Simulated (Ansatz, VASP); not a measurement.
# One calculation of ZrB2, two programs

```xyz
3
Lattice="3.1711 0.0000 0.0000 -1.5855 2.7462 0.0000 0.0000 0.0000 3.5421" Properties=species:S:1:pos:R:3 pbc="T T T"
Zr    0.0000    0.0000    0.0000
B     0.0000    1.8308    1.7710
B     1.5855    0.9154    1.7710
```

Alike in both runs: functional PBE; k mesh 18 × 18 × 12; occupations gaussian, width 0.1 eV; no spin polarisation.

Ansatz relaxed the structure, and its values are those at the end. VASP's run is a single point on that final structure, the one shown.

|  | VASP | Ansatz |
| --- | --- | --- |
| version | VASP 6.6.1 | Ansatz 0.2.0 |
| potentials or method | VASP PAW PBE potentials, release 64 (Zr_sv, B) | scalar-relativistic, plane waves, PAW |
| plane-wave cutoff (eV) | 520 | 420 |
| valence electrons in the cell | 18 | 18 |

|  | VASP | Ansatz | Ansatz less VASP |
| --- | --- | --- | --- |
| gap on the k mesh at the Fermi level (eV) | none | none | - |
| pressure (GPa) | 0.2 | 0.0 | -0.14 |

A gap of «none» marks a metal or a gap that the smearing closes.
